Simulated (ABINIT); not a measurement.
Crystal: BN.

```
N B
1.0
     2.55394    0.00000    0.00000
    -1.27697    2.21178    0.00000
     0.00000    0.00000    4.22685
N B
2 2
Direct
  0.33333 0.66667 0.12528
  0.66667 0.33333 0.62528
  0.33333 0.66667 0.49972
  0.66667 0.33333 0.99972
```

Measurements of this composition are mostly on another form, of space group No. 194.

Base run:

```yaml
Program: ABINIT 10.8.3 (patched build)
Functional: AM05
Potentials_or_basis: JTH PAW PBE v2.0
Cutoff: 844 eV
k_mesh: 12 × 12 × 6
Occupations: fermi-dirac, width 0.05 eV
Spin: no spin polarisation
```

Its results: band gap on the k mesh 4.98 eV, indirect (least direct gap 8.13 eV); pressure -6.4 GPa; largest force 0.012 eV/Å.

Task: After a change of settings the same cell gave: band gap on the k mesh 5.02 eV, indirect (least direct gap 8.17 eV); pressure -5.9 GPa; largest force 0.014 eV/Å. Which change was it?
A. functional from AM05 to PBE
B. functional from AM05 to PBE; potentials or basis from JTH PAW PBE v2.0 to Ansatz NC PBE; cutoff from 844 eV to 1252 eV
C. functional from AM05 to WC
D. functional from AM05 to PBE; potentials or basis from JTH PAW PBE v2.0 to SPMS NC PBE v1.0; cutoff from 844 eV to 952 eV

Result: C.

Caveats: the PAW data sets were made with another functional, which shifts forces and pressure a little.

Not every run made on this cell is shown here.
